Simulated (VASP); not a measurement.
A run of VASP 6.6.1 is set up as follows.

The input run.py:

```python
from ase.calculators.vasp import Vasp
from ase.dft.bandgap import bandgap
from ase.io import read

atoms = read('MnO.xyz')
atoms.set_initial_magnetic_moments([4.0, 0.0])
calc = Vasp(
    directory='calc',
    xc='lda',
    pp='LDA',
    setups='recommended',
    prec='Accurate',
    encut=520,
    ediff=1e-06,
    ismear=0,
    sigma=0.05,
    lreal=False,
    lasph=True,
    nelm=120,
    algo='Normal',
    isif=2,
    lwave=False,
    lcharg=False,
    ispin=2,
    lorbit=11,
    lmaxmix=4,
    kpts=[10, 10, 10],
    gamma=True,
)
atoms.calc = calc

print('energy (eV):', atoms.get_potential_energy())
print('free energy (eV):', atoms.get_potential_energy(force_consistent=True))
print('forces (eV/A):')
print(atoms.get_forces())
print('stress (eV/A^3, Voigt):', atoms.get_stress())
print('Fermi level (eV):', calc.get_fermi_level())
print('moment (muB):', atoms.get_magnetic_moment())
print('site moments (muB):', atoms.get_magnetic_moments())
gap, top, bottom = bandgap(calc)
print('band gap (eV):', gap, 'from (spin, k, band)', top, 'to', bottom)
```

MnO.xyz

```xyz
2
Lattice="0.0000000000 2.2239077028 2.2239077028 2.2239077028 0.0000000000 2.2239077028 2.2239077028 2.2239077028 0.0000000000" Properties=species:S:1:pos:R:3 pbc="T T T"
Mn     0.0000000000      0.0000000000      0.0000000000
O      2.2239077028      2.2239077028      2.2239077028
```

Potentials or basis: VASP PAW LDA potentials, release 64 (Mn_pv, O).

Run with:

```sh
$ python run.py
```

Problem. What does it give for the pressure?

Solution. -17.9 GPa.

Problem. What does it give for the site moments?

Solution. Mn +4.11; O +0.18 μB.

Caveat: so large a pressure means that the cell lies far from this level's equilibrium, or that cutoff or potentials fall short; a cell with one magnetic atom can't hold antiferromagnetic order, which such compounds often take; semilocal functionals often make such compounds metallic where correlation or magnetic order opens a gap, which also shifts bond lengths.
